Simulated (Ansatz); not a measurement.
# ZnS: levels along high-symmetry lines

```
Zn S
1.0
     3.81100    0.00000    0.00000
    -1.90550    3.30042    0.00000
     0.00000    0.00000    6.23400
Zn S
2 2
Cartesian
  0.0000 2.2003 0.0000
  1.9055 1.1001 3.1170
  0.0000 2.2003 2.4001
  1.9055 1.1001 5.5171
```

Atoms are numbered in the order listed.

The cell is COD entry 9008878, as deposited and not checked against the literature; nothing was relaxed. It differs from other determinations.

Method: DFT, PBE, all-electron LAPW, scalar-relativistic in Ansatz 0.2.0.

Sampling and basis: a Γ-centred 8×8×5 k mesh, Fermi–Dirac smearing of 0.03 eV, basis error target 1 meV/atom, no spin polarisation.

Points in fractions of the reciprocal vectors of this cell: Γ (0, 0, 0), M (0.5, 0, 0), K (0.333, 0.333, 0), A (0, 0, 0.5), L (0.5, 0, 0.5), H (0.333, 0.333, 0.5). The path joins them by straight lines in the order Γ–M–K–Γ–A–L–H–A–L; legs that retrace an earlier one aren't tabulated. Energies are in eV from the top of the valence band.

Question: Metal or insulator at this level of theory?

Answer: An insulator or semiconductor: gap 2.25 eV, direct at Γ.

Question: Tabulate bands 30 to 37, counted from the lowest band of the run, along the path.

Answer: 
```json
{"k (1/Å)": "0.00", "point": "Γ", "band 30": "-0.86", "band 31": "-0.86", "band 32": "-0.01", "band 33": "-0.01", "band 34": "0.00", "band 35": "2.25", "band 36": "3.00", "band 37": "6.28"}
{"k (1/Å)": "0.14", "point": "", "band 30": "-1.16", "band 31": "-0.94", "band 32": "-0.36", "band 33": "-0.06", "band 34": "-0.04", "band 35": "2.57", "band 36": "3.28", "band 37": "6.10"}
{"k (1/Å)": "0.27", "point": "", "band 30": "-1.85", "band 31": "-1.17", "band 32": "-1.08", "band 33": "-0.20", "band 34": "-0.17", "band 35": "3.18", "band 36": "3.83", "band 37": "5.83"}
{"k (1/Å)": "0.41", "point": "", "band 30": "-2.62", "band 31": "-1.87", "band 32": "-1.47", "band 33": "-0.40", "band 34": "-0.39", "band 35": "3.74", "band 36": "4.08", "band 37": "5.89"}
{"k (1/Å)": "0.54", "point": "", "band 30": "-3.28", "band 31": "-2.61", "band 32": "-1.77", "band 33": "-0.70", "band 34": "-0.62", "band 35": "3.96", "band 36": "4.10", "band 37": "5.87"}
{"k (1/Å)": "0.68", "point": "", "band 30": "-3.63", "band 31": "-3.18", "band 32": "-2.02", "band 33": "-1.07", "band 34": "-0.81", "band 35": "3.78", "band 36": "4.24", "band 37": "5.53"}
{"k (1/Å)": "0.82", "point": "", "band 30": "-3.99", "band 31": "-3.24", "band 32": "-2.19", "band 33": "-1.40", "band 34": "-0.94", "band 35": "3.65", "band 36": "4.27", "band 37": "5.27"}
{"k (1/Å)": "0.95", "point": "M", "band 30": "-4.21", "band 31": "-3.15", "band 32": "-2.25", "band 33": "-1.56", "band 34": "-0.98", "band 35": "3.61", "band 36": "4.26", "band 37": "5.17"}
{"k (1/Å)": "1.03", "point": "", "band 30": "-4.20", "band 31": "-3.15", "band 32": "-2.31", "band 33": "-1.57", "band 34": "-1.05", "band 35": "3.73", "band 36": "4.35", "band 37": "5.15"}
{"k (1/Å)": "1.11", "point": "", "band 30": "-4.19", "band 31": "-3.14", "band 32": "-2.47", "band 33": "-1.61", "band 34": "-1.24", "band 35": "4.07", "band 36": "4.59", "band 37": "5.09"}
{"k (1/Å)": "1.19", "point": "", "band 30": "-4.18", "band 31": "-3.20", "band 32": "-2.62", "band 33": "-1.68", "band 34": "-1.49", "band 35": "4.56", "band 36": "4.79", "band 37": "5.09"}
{"k (1/Å)": "1.27", "point": "", "band 30": "-4.17", "band 31": "-3.37", "band 32": "-2.64", "band 33": "-1.82", "band 34": "-1.71", "band 35": "4.73", "band 36": "5.12", "band 37": "5.35"}
{"k (1/Å)": "1.34", "point": "", "band 30": "-4.19", "band 31": "-3.61", "band 32": "-2.54", "band 33": "-2.02", "band 34": "-1.86", "band 35": "4.60", "band 36": "5.61", "band 37": "5.62"}
{"k (1/Å)": "1.42", "point": "", "band 30": "-4.25", "band 31": "-3.79", "band 32": "-2.39", "band 33": "-2.16", "band 34": "-2.02", "band 35": "4.50", "band 36": "5.80", "band 37": "5.89"}
{"k (1/Å)": "1.50", "point": "K", "band 30": "-4.36", "band 31": "-3.87", "band 32": "-2.21", "band 33": "-2.21", "band 34": "-2.21", "band 35": "4.47", "band 36": "5.91", "band 37": "5.91"}
{"k (1/Å)": "1.66", "point": "", "band 30": "-4.10", "band 31": "-3.60", "band 32": "-2.64", "band 33": "-2.04", "band 34": "-1.78", "band 35": "4.61", "band 36": "5.60", "band 37": "5.89"}
{"k (1/Å)": "1.82", "point": "", "band 30": "-3.69", "band 31": "-3.05", "band 32": "-3.02", "band 33": "-1.64", "band 34": "-1.32", "band 35": "5.03", "band 36": "5.17", "band 37": "5.60"}
{"k (1/Å)": "1.97", "point": "", "band 30": "-3.18", "band 31": "-3.09", "band 32": "-2.36", "band 33": "-1.16", "band 34": "-0.88", "band 35": "4.70", "band 36": "5.18", "band 37": "5.67"}
{"k (1/Å)": "2.13", "point": "", "band 30": "-2.78", "band 31": "-2.33", "band 32": "-1.70", "band 33": "-0.69", "band 34": "-0.50", "band 35": "4.11", "band 36": "4.70", "band 37": "5.59"}
{"k (1/Å)": "2.29", "point": "", "band 30": "-2.03", "band 31": "-1.50", "band 32": "-1.13", "band 33": "-0.32", "band 34": "-0.22", "band 35": "3.40", "band 36": "4.07", "band 37": "5.70"}
{"k (1/Å)": "2.44", "point": "", "band 30": "-1.24", "band 31": "-0.98", "band 32": "-0.45", "band 33": "-0.08", "band 34": "-0.06", "band 35": "2.66", "band 36": "3.36", "band 37": "6.05"}
{"k (1/Å)": "2.60", "point": "Γ", "band 30": "-0.86", "band 31": "-0.86", "band 32": "-0.01", "band 33": "-0.01", "band 34": "0.00", "band 35": "2.25", "band 36": "3.00", "band 37": "6.28"}
{"k (1/Å)": "2.67", "point": "", "band 30": "-0.85", "band 31": "-0.85", "band 32": "-0.12", "band 33": "-0.02", "band 34": "-0.02", "band 35": "2.36", "band 36": "3.01", "band 37": "6.29"}
{"k (1/Å)": "2.74", "point": "", "band 30": "-0.82", "band 31": "-0.82", "band 32": "-0.44", "band 33": "-0.06", "band 34": "-0.06", "band 35": "2.64", "band 36": "3.05", "band 37": "6.30"}
{"k (1/Å)": "2.82", "point": "", "band 30": "-0.86", "band 31": "-0.77", "band 32": "-0.77", "band 33": "-0.11", "band 34": "-0.11", "band 35": "2.97", "band 36": "3.12", "band 37": "6.29"}
{"k (1/Å)": "2.89", "point": "", "band 30": "-1.32", "band 31": "-0.71", "band 32": "-0.71", "band 33": "-0.18", "band 34": "-0.18", "band 35": "3.21", "band 36": "3.27", "band 37": "6.22"}
{"k (1/Å)": "2.96", "point": "", "band 30": "-1.80", "band 31": "-0.63", "band 32": "-0.63", "band 33": "-0.27", "band 34": "-0.27", "band 35": "3.31", "band 36": "3.47", "band 37": "6.27"}
{"k (1/Å)": "3.03", "point": "", "band 30": "-2.28", "band 31": "-0.54", "band 32": "-0.54", "band 33": "-0.36", "band 34": "-0.36", "band 35": "3.42", "band 36": "3.54", "band 37": "6.47"}
{"k (1/Å)": "3.10", "point": "A", "band 30": "-2.76", "band 31": "-0.45", "band 32": "-0.45", "band 33": "-0.45", "band 34": "-0.45", "band 35": "3.51", "band 36": "3.51", "band 37": "6.71"}
{"k (1/Å)": "3.24", "point": "", "band 30": "-2.77", "band 31": "-0.69", "band 32": "-0.69", "band 33": "-0.52", "band 34": "-0.52", "band 35": "3.77", "band 36": "3.77", "band 37": "6.25"}
{"k (1/Å)": "3.38", "point": "", "band 30": "-2.84", "band 31": "-1.18", "band 32": "-1.18", "band 33": "-0.71", "band 34": "-0.71", "band 35": "4.28", "band 36": "4.28", "band 37": "5.81"}
{"k (1/Å)": "3.51", "point": "", "band 30": "-3.11", "band 31": "-1.57", "band 32": "-1.57", "band 33": "-0.97", "band 34": "-0.97", "band 35": "4.42", "band 36": "4.42", "band 37": "5.73"}
{"k (1/Å)": "3.65", "point": "", "band 30": "-3.62", "band 31": "-1.67", "band 32": "-1.67", "band 33": "-1.23", "band 34": "-1.23", "band 35": "4.15", "band 36": "4.15", "band 37": "5.69"}
{"k (1/Å)": "3.78", "point": "", "band 30": "-4.20", "band 31": "-1.63", "band 32": "-1.63", "band 33": "-1.46", "band 34": "-1.46", "band 35": "3.87", "band 36": "3.87", "band 37": "5.45"}
{"k (1/Å)": "3.92", "point": "", "band 30": "-4.68", "band 31": "-1.61", "band 32": "-1.61", "band 33": "-1.56", "band 34": "-1.56", "band 35": "3.68", "band 36": "3.68", "band 37": "5.22"}
{"k (1/Å)": "4.06", "point": "L", "band 30": "-4.89", "band 31": "-1.66", "band 32": "-1.66", "band 33": "-1.53", "band 34": "-1.53", "band 35": "3.61", "band 36": "3.61", "band 37": "5.14"}
{"k (1/Å)": "4.13", "point": "", "band 30": "-4.89", "band 31": "-1.79", "band 32": "-1.79", "band 33": "-1.47", "band 34": "-1.47", "band 35": "3.69", "band 36": "3.69", "band 37": "5.18"}
{"k (1/Å)": "4.21", "point": "", "band 30": "-4.87", "band 31": "-2.03", "band 32": "-2.03", "band 33": "-1.40", "band 34": "-1.40", "band 35": "3.89", "band 36": "3.89", "band 37": "5.33"}
{"k (1/Å)": "4.29", "point": "", "band 30": "-4.84", "band 31": "-2.33", "band 32": "-2.33", "band 33": "-1.35", "band 34": "-1.35", "band 35": "4.12", "band 36": "4.12", "band 37": "5.61"}
{"k (1/Å)": "4.37", "point": "", "band 30": "-4.80", "band 31": "-2.63", "band 32": "-2.63", "band 33": "-1.31", "band 34": "-1.31", "band 35": "4.31", "band 36": "4.31", "band 37": "5.98"}
{"k (1/Å)": "4.45", "point": "", "band 30": "-4.78", "band 31": "-2.88", "band 32": "-2.88", "band 33": "-1.28", "band 34": "-1.28", "band 35": "4.44", "band 36": "4.44", "band 37": "6.33"}
{"k (1/Å)": "4.53", "point": "", "band 30": "-4.77", "band 31": "-3.05", "band 32": "-3.05", "band 33": "-1.26", "band 34": "-1.26", "band 35": "4.52", "band 36": "4.52", "band 37": "6.46"}
{"k (1/Å)": "4.61", "point": "H", "band 30": "-4.77", "band 31": "-3.11", "band 32": "-3.11", "band 33": "-1.25", "band 34": "-1.25", "band 35": "4.53", "band 36": "4.53", "band 37": "6.47"}
{"k (1/Å)": "4.76", "point": "", "band 30": "-4.68", "band 31": "-2.91", "band 32": "-2.91", "band 33": "-1.29", "band 34": "-1.29", "band 35": "4.51", "band 36": "4.51", "band 37": "6.47"}
{"k (1/Å)": "4.92", "point": "", "band 30": "-4.35", "band 31": "-2.46", "band 32": "-2.46", "band 33": "-1.39", "band 34": "-1.39", "band 35": "4.54", "band 36": "4.54", "band 37": "6.29"}
{"k (1/Å)": "5.08", "point": "", "band 30": "-3.84", "band 31": "-1.91", "band 32": "-1.91", "band 33": "-1.51", "band 34": "-1.51", "band 35": "4.68", "band 36": "4.68", "band 37": "5.98"}
{"k (1/Å)": "5.23", "point": "", "band 30": "-3.28", "band 31": "-1.60", "band 32": "-1.60", "band 33": "-1.28", "band 34": "-1.28", "band 35": "4.83", "band 36": "4.83", "band 37": "5.59"}
{"k (1/Å)": "5.39", "point": "", "band 30": "-2.89", "band 31": "-1.30", "band 32": "-1.30", "band 33": "-0.84", "band 34": "-0.84", "band 35": "4.51", "band 36": "4.51", "band 37": "5.64"}
{"k (1/Å)": "5.55", "point": "", "band 30": "-2.77", "band 31": "-0.75", "band 32": "-0.75", "band 33": "-0.55", "band 34": "-0.55", "band 35": "3.85", "band 36": "3.85", "band 37": "6.16"}
{"k (1/Å)": "5.71", "point": "A", "band 30": "-2.76", "band 31": "-0.45", "band 32": "-0.45", "band 33": "-0.45", "band 34": "-0.45", "band 35": "3.51", "band 36": "3.51", "band 37": "6.71"}
```

Kohn–Sham gaps of semilocal functionals usually fall short of measured ones.
